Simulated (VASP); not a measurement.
Mg: single point with PBE

Crystal: Mg.

```
Mg
1.0
     3.18524    0.00000    0.00000
    -1.59262    2.75850    0.00000
     0.00000    0.00000    5.23098
Mg
2
Direct
  0.33333 0.66667 0.75000
  0.66667 0.33333 0.25000
```

```
Program                : VASP 6.6.1
Task                   : single point
Functional             : PBE
Potentials or basis    : VASP PAW PBE potentials, release 64 (Mg)
Cutoff                 : 520 eV
k mesh                 : 8 × 8 × 4
Occupations            : gaussian, width 0.05 eV
Spin                   : no spin polarisation
Dipole correction      : no
Further INCAR settings : ALGO = Normal; EDIFF = 1e-06; NBANDS = 9
```

| Quantity | Value |
| --- | --- |
| Pressure | -0.2 GPa |
| Band gap on the k mesh | none (metal or under the smearing width) |

Stress tensor (GPa, compression positive):
```
-0.19  0.00  0.00
 0.00 -0.19  0.00
 0.00  0.00 -0.30
```

Levels at points of the mesh, in eV from the Fermi level:
```
           k point  band 1  band 2  band 3  band 4  band 5  band 6  band 7
(0.00, 0.00, 0.00)   -6.79   -1.60   -1.20   11.20   11.20   11.34   11.34
(0.50, 0.00, 0.00)   -1.97   -1.95    2.78    3.14    3.34    3.78    7.13
(0.00, 0.00, 0.50)   -5.42   -5.42    5.00    5.00   11.93   11.93   11.93
(0.50, 0.00, 0.50)   -0.95   -0.95   -0.28   -0.28    8.16    8.16    8.28
```

It took 6.8 s on 1 thread of Intel(R) Xeon(R) Platinum 8259CL CPU @ 2.50GHz (Skylake/Cascade Lake) (shared host), peak memory 0.15 GiB.
